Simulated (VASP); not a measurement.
A run of VASP 6.6.1:

File INCAR:

```
SYSTEM = Se
ALGO = Fast
EDIFF = 1E-6
ENCUT = 520
GGA = PE
ISIF = 2
ISMEAR = 0
LASPH = .TRUE.
LCHARG = .FALSE.
LREAL = .FALSE.
LWAVE = .FALSE.
NBANDS = 9
NELM = 100
PREC = Accurate
SIGMA = 0.1
```

KPOINTS

```
k-points
0
G
  6 6 6
  0 0 0
```

File POSCAR:

```
Se
1.0
    3.3469159505      0.0000000000      0.0000000000
   -1.6734579752      2.8985142374      0.0000000000
    0.0000000000      0.0000000000      2.4557844337
Se
1
Direct
    0.0000000000      0.0000000000      0.0000000000
```

Potentials or basis: VASP PAW PBE potentials, release 64 (Se).

The run is started by

```sh
$ cat potpaw_PBE.64/Se/POTCAR > POTCAR
$ mpirun -np 1 vasp_std > vasp.out
```

Hardware: 1 thread of Intel(R) Xeon(R) Platinum 8488C (Sapphire Rapids) (shared host).

Problem. How long does it take, and how much memory?

Solution. Run time: 4 s on 1 thread of Intel(R) Xeon(R) Platinum 8488C (Sapphire Rapids), on a shared host, peak memory 0.13 GiB. Counts: scf iterations 10, k points 28.
